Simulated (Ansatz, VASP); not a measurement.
One calculation of KF (Carobbiite), two programs

POSCAR

```
KF
1.0
    0.0000000000      2.6852846910      2.6852846910
    2.6852846910      0.0000000000      2.6852846910
    2.6852846910      2.6852846910      0.0000000000
K F
1 1
Direct
    0.0000000000      0.0000000000      0.0000000000
    0.5000000000      0.5000000000      0.5000000000
```

The input INCAR.step1:

```
SYSTEM = KF
ALGO = Normal
EDIFF = 1E-4
ENCUT = 520
GGA = PE
ISMEAR = 0
LASPH = .True.
LCHARG = .False.
LREAL = .False.
LWAVE = .True.
NBANDS = 15
NELM = 100
PREC = Accurate
SIGMA = 0.01
```

Contents of INCAR.step2:

```
SYSTEM = KF
ALGO = Normal
EDIFF = 1E-7
ENCUT = 520
ISIF = 2
ISMEAR = 0
ISTART = 1
LASPH = .True.
LCHARG = .False.
LMIXTAU = .True.
LREAL = .False.
LWAVE = .False.
METAGGA = R2SCAN
NBANDS = 15
NELM = 100
PREC = Accurate
SIGMA = 0.01
```

KPOINTS

```
k-points
0
Gamma
  8 8 8
  0 0 0
```

Input for Ansatz:

```yaml
crystal:
  lattice:
    - [0.0, 2.685284691, 2.685284691]
    - [2.685284691, 0.0, 2.685284691]
    - [2.685284691, 2.685284691, 0.0]
  atoms:
    - { symbol: K, position: [0.0, 0.0, 0.0] }
    - { symbol: F, position: [0.5, 0.5, 0.5] }
kpoints:
  mp_grid: { grid: [8, 8, 8] }
hamiltonian:
  xc: r2scan
scf:
  occupations: { method: fixed }
  n_extra_bands: 4
output:
  forces: true
  stress: true
  eigenvalues: true
```

Alike in both runs: task single point; functional r2SCAN; k mesh 8 × 8 × 8; no spin polarisation.

```csv
,VASP,Ansatz
version,VASP 6.6.1,Ansatz 0.2.0
potentials or method,"VASP PAW PBE potentials, release 64 (K_sv, F)","plane waves, PAW"
plane-wave cutoff (eV),520,500
occupations,"gaussian, width 0.01 eV",fixed
valence electrons in the cell,16,16
```

```csv
,VASP,Ansatz,Ansatz less VASP
gap on the k mesh at the Fermi level (eV),6.75,6.75,+0.001
pressure (GPa),-1.0,-1.0,+0.05
```

Caveats: the PAW data sets were made with another functional, which shifts forces and pressure a little (VASP). A k mesh can miss the band edges. r2SCAN opens gaps a little over a GGA but as a rule still falls short of measured ones.
